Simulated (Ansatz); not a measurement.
## SnO: the change of energy less free atoms and pressure with volume per atom

All results are calculated (Ansatz 0.2.0). Periodic Kohn-Sham DFT of a crystal at fixed atoms; pressure and stress are positive in compression; the energy is the free energy less that of spherical unpolarised free atoms; site moments are those in the method's own spheres, positive along +z.

Cell of the first row (space group P4/nmm, No. 129):
```
CELL_PARAMETERS angstrom
3.72440 0.00000 0.00000
0.00000 3.72440 0.00000
0.00000 0.00000 4.73730
ATOMIC_POSITIONS crystal
Sn 0.00000 0.50000 0.23850
Sn 0.50000 0.00000 0.76150
O 0.00000 0.00000 0.00000
O 0.50000 0.50000 0.00000
```

Settings of every row: method all-electron LAPW; functional PBE; relativity scalar; k mesh 8x8x6; filling fermi-dirac; smearing width 0.01 eV; basis error target 1 meV/atom; nucleus gaussian.

Atom start moment: 0 on all atoms.

Limits of some rows: small gap, it may come from the mesh (row 6, 7, 8, 9).

| row | volume per atom (Å³) | energy less free atoms (eV/atom) | pressure (GPa) |
| --- | --- | --- | --- |
| 1 | 16.428 | ? | ? |
| 2 | 16.777 | -5.6392 | 8.705 |
| 3 | 17.127 | -5.6555 | 6.28 |
| 4 | 17.302 | -5.6617 | 5.185 |
| 5 | 17.476 | -5.6668 | 4.165 |
| 6 | 17.651 | -5.6708 | 3.173 |
| 7 | 17.826 | -5.6738 | 2.218 |
| 8 | 18.175 | -5.6766 | 0.445 |
| 9 | 18.525 | -5.6758 | -1.153 |

Question: what energy less free atoms and pressure should row 1 give?

Worked fit of energy less free atoms. Take u = (V_r/V)^(2/3) − 1 with V_r = 17.563 Å³ an atom, which is twice the finite (Eulerian) strain; such expansions in the strain, on which the Birch-Murnaghan equation of state is built, carry the rest volume and the bulk modulus. The shown rows have u = 0.03099, 0.0169, 0.01003, 0.00332, -0.00333, -0.00986, -0.02258, -0.03493. Least squares give energy less free atoms = −5.66894 + 0.601 × u + 11.578 × u² eV/atom; a straight line predicts inner rows, each left out in turn, worse (root mean square 0.0038 against 4.4e-05 eV/atom). The rows lie off it by 0.0000, 0.0000, 0.0000, 0.0000, 0.0000, -0.0001, 0.0000, 0.0000. Its lowest point lies at u = -0.0260, or V = 18.27 Å³ an atom, and the curvature there gives the bulk modulus at fixed shape and fractions, B = (4/9)(1 + u)² E″(u)/V = 85.6 GPa. Letting shape and atoms relax would as a rule lower it, by much in layered, chain or molecular crystals. The withheld row has u = 0.04554, so the fit gives −5.66894 + 0.601 × (0.04554) + 11.578 × (0.04554)² = -5.6176 eV/atom.

The calculation gave -5.6173 eV/atom. The fit lies 0.0003 eV/atom (0.51 % of the column's range) below it; its largest miss of a shown row is 0.0001 eV/atom. This row lies beyond the range of the fit.

Worked fit of pressure. Take u = (V_r/V)^(2/3) − 1 with V_r = 17.563 Å³ an atom, which is twice the finite (Eulerian) strain; such expansions in the strain, on which the Birch-Murnaghan equation of state is built, carry the rest volume and the bulk modulus. The shown rows have u = 0.03099, 0.0169, 0.01003, 0.00332, -0.00333, -0.00986, -0.02258, -0.03493. Least squares give pressure = 3.6539 + 150.657 × u + 379.19 × u² GPa; a straight line predicts inner rows, each left out in turn, worse (root mean square 0.12 against 0.021 GPa). The rows lie off it by 0.018, -0.028, -0.018, 0.007, 0.017, 0.013, 0.000, -0.007 (root mean square 0.016 GPa). The pressure vanishes at u = -0.0259, or V = 18.27 Å³ an atom, and there the bulk modulus at fixed shape and fractions is B = −V dP/dV = (2/3)(1 + u) dP/du = 85.1 GPa. Letting shape and atoms relax would as a rule lower it, by much in layered, chain or molecular crystals. The withheld row has u = 0.04554, so the fit gives 3.6539 + 150.657 × (0.04554) + 379.19 × (0.04554)² = 11.301 GPa.

The calculation gave 11.402 GPa. The fit lies 0.101 GPa (0.8 % of the column's range) below it; its largest miss of a shown row is 0.028 GPa. This row lies beyond the range of the fit.
